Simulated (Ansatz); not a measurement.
# BP: band gap under strain

How does strain move the band edges of BP (zincblende), and do the functionals agree on it? States: no strain; -4.0 % equal strain in all directions; -3.0 % equal strain in all directions.

Program: Ansatz 0.2.0. PAW datasets, plane waves. Computed at 0 K without zero-point motion; spin polarisation is off.

### 1 The structure to begin with

The unstrained cell was relaxed with r2SCAN; in each strained cell the atoms were relaxed again with r2SCAN. Names of k-points are those of the unstrained zone, where strain can split equivalent points. First state: no strain.

The symmetry is F-43m (No. 216, cubic); conventional cell a = 4.537 Å, 11.67 Å³ an atom. B has 4 P at 1.96 Å; P has 4 B at 1.96 Å.

The structure in full:

```
CELL_PARAMETERS angstrom
0.00000 2.26832 2.26832
2.26832 0.00000 2.26832
2.26832 2.26832 0.00000
ATOMIC_POSITIONS crystal
B 0.00000 0.00000 0.00000
P 0.25000 0.25000 0.25000
```

### 2 No strain: PBE

input.yaml

```yaml
crystal:
  lattice:
    - [0.0, 2.2683156689, 2.2683156689]
    - [2.2683156689, 0.0, 2.2683156689]
    - [2.2683156689, 2.2683156689, 0.0]
  atoms:
    - { symbol: B, position: [0.0, 0.0, 0.0] }
    - { symbol: P, position: [0.25, 0.25, 0.25] }
kpoints:
  mp_grid: { grid: [10, 10, 10] }
  band_path:
    path:
      - [0.0, 0.0, 0.0]
      - [-0.5, -0.5, 0.0]
      - [-0.375, -0.375, 0.25]
      - [-0.375, 0.0, 0.375]
      - [0.0, 0.0, 0.5]
      - [-0.5, -0.25, 0.25]
      - [0.0, 0.414062, 0.414062]
    npoints: 1
hamiltonian:
  xc: pbe
scf:
  occupations: { method: fermi_dirac, width: 0.02 }
  n_extra_bands: 4
output:
  forces: true
  stress: true
  eigenvalues: true
  write_density: true
  write_potential: true
  elf: true
  volumetric_format: npy
```

The run is started by

```sh
> ansatz run input.yaml --threads 2 --pin off --max-ram 18432MiB --backend cpu --events-out ev --progress --plain --runs-dir out
```

The runs that follow: No strain: r2SCAN; No strain: HSE06; No strain: r2SCAN; No strain: G0W0@PBE; -4.0 % equal strain in all directions: PBE; -4.0 % equal strain in all directions: r2SCAN; -4.0 % equal strain in all directions: HSE06; -4.0 % equal strain in all directions: r2SCAN; -4.0 % equal strain in all directions: G0W0@PBE; -3.0 % equal strain in all directions: PBE; -3.0 % equal strain in all directions: r2SCAN; -3.0 % equal strain in all directions: HSE06; -3.0 % equal strain in all directions: r2SCAN; -3.0 % equal strain in all directions: G0W0@PBE.

Before running it: what results should come out?

**Answer**, as computed:

Least gap in eV (negative: overlap), with the change from the unstrained cell in brackets. G0W0 is on its own coarse mesh.

```
                                state  volume change (%)           PBE        r2SCAN         HSE06          G0W0
                            no strain               +0.0          1.24          1.45          1.96          1.99
-4.0 % equal strain in all directions              -11.5  1.05 (-0.19)  1.24 (-0.21)  1.78 (-0.18)  1.71 (-0.28)
-3.0 % equal strain in all directions               -8.7  1.10 (-0.14)  1.31 (-0.14)  1.83 (-0.13)  1.78 (-0.21)
```

In words: With HSE06, of the states in the table -4.0 % equal strain in all directions shifts the gap most, by -0.189 eV. PBE and HSE06 differ by 0.73 eV on the unstrained gap, and by at most 0.00 eV on its change: the two disagree on the size of the gap but agree on its response to strain. No extrapolation in bands, cutoff or mesh was made for G0W0.
